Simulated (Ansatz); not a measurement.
The system is NbP.

```
Nb P
1.0
    -1.67492    1.67492    5.74011
     1.67492   -1.67492    5.74011
     1.67492    1.67492   -5.74011
Nb P
2 2
Direct
  0.24988 0.74988 0.50000
  0.49988 0.49988 0.00000
  0.83275 0.33275 0.50000
  0.08275 0.08275 0.00000
```

The cell is a database's computed one.

Base run:

| Quantity | Value |
| --- | --- |
| Program | Ansatz 0.2.0 |
| Functional | PBE |
| Potentials or basis | all-electron LAPW, scalar-relativistic |
| Cutoff | 207 eV |
| Density cutoff | 830 eV |
| Basis error allowed | 0.002 eV/atom |
| k mesh | 11 × 11 × 11 |
| Occupations | fermi-dirac, width 0.05 eV |
| Spin | no spin polarisation |

Its results: pressure -1.1 GPa; largest force 0.016 eV/Å.

Q: After a change of settings the same cell gave: pressure -6.4 GPa; largest force 0.017 eV/Å. Which change was it?
A. functional from PBE to LDA
B. functional from PBE to PBEsol
C. basis error allowed from 0.002 eV/atom to 0.001 eV/atom

A: B.

PBEsol binds more tightly than PBE, so the same cell stands under less pressure.

Not every run made on this cell is shown here.
